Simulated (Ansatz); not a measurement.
One crystal and one scan (energy against volume) at two levels, r2SCAN (plane waves to 500 eV, PAW, scalar-relativistic; Ansatz, a quantum-chemistry and plane-wave program) and PBE (plane waves to 420 eV, PAW, scalar-relativistic; Ansatz), each from its own relaxed cell and on its own mesh. The cell shown is that of r2SCAN.

InCuS2 (chalcopyrite)

```yaml
crystal:
  lattice:
    - [-2.76098, 2.76098, 5.56516]
    - [2.76098, -2.76098, 5.56516]
    - [2.76098, 2.76098, -5.56516]
  atoms:
    - { symbol: Cu, position: [0.75000, 0.25000, 0.50000] }
    - { symbol: Cu, position: [0.00000, 0.00000, 0.00000] }
    - { symbol: In, position: [0.25000, 0.75000, 0.50000] }
    - { symbol: In, position: [0.50000, 0.50000, 0.00000] }
    - { symbol: S, position: [0.09666, 0.12500, 0.47166] }
    - { symbol: S, position: [0.65334, 0.62500, 0.52834] }
    - { symbol: S, position: [0.37500, 0.90334, 0.02834] }
    - { symbol: S, position: [0.87500, 0.34666, 0.97166] }
```

The volume is varied about the relaxed value V₀ at fixed cell shape. The atoms relax within the cell's symmetry.

E stands for the smeared free energy. InCuS2 is run without spin polarisation. InCuS2 was relaxed with its symmetry unable to fall. With the shape held, the modulus is that of even scaling; a crystal free to change shape is softer. Percentages come from the unrounded values. Both scans cover V/V₀ from 0.940 to 1.060.

Results of r2SCAN:

```
Quantity                                                                     Value
---------------------------------------------------------------------------  -----
Lattice constant a (Å)                                                       5.522
Lattice constant c (Å)                                                       11.13
Relaxed volume (Å³/atom)                                                     21.21
Band gap of the relaxed cell, no spin-orbit coupling (eV)                     0.36
Pressure at the smallest volume (GPa)                                          5.3
Energy cost of the largest compression (meV/atom)                               20
Energy cost of the largest expansion (meV/atom)                                 16
Bulk modulus at fixed cell shape B₀ (third-order Birch-Murnaghan fit) (GPa)   73.5
Pressure for 5 % compression (fit) (GPa)                                       4.3
```

**Question.** Estimate the PBE values.

**Answer.** 
| quantity | PBE | r2SCAN − PBE |
|---|---|---|
| Lattice constant a (Å) | 5.577 | -0.055 (-1.0 %) |
| Lattice constant c (Å) | 11.23 | -0.10 (-0.9 %) |
| Relaxed volume (Å³/atom) | 21.84 | -0.63 (-2.9 %) |
| Band gap of the relaxed cell, no spin-orbit coupling (eV) | 0.02 | +0.34 |
| Pressure at the smallest volume (GPa) | 4.7 | +0.6 (+13 %) |
| Energy cost of the largest compression (meV/atom) | 18 | +2 |
| Energy cost of the largest expansion (meV/atom) | 14 | +2 |
| Bulk modulus at fixed cell shape B₀ (third-order Birch-Murnaghan fit) (GPa) | 64.7 | +8.8 (+14 %) |
| Pressure for 5 % compression (fit) (GPa) | 3.8 | +0.5 (+13 %) |

r2SCAN gives the higher value for: band gap of the relaxed cell, no spin-orbit coupling; pressure at the smallest volume; bulk modulus at fixed cell shape B₀; pressure for 5 % compression. r2SCAN gives the lower value for: lattice constant a; lattice constant c; relaxed volume. (PBE) At this level the bands of InCuS2 touch or barely overlap; measurements give the solid a gap. Neither level is exact: the differences show how much the result hangs on the functional.

(A scan under strain: stresses follow from slopes of the energy per volume, elastic moduli from its curvatures.)
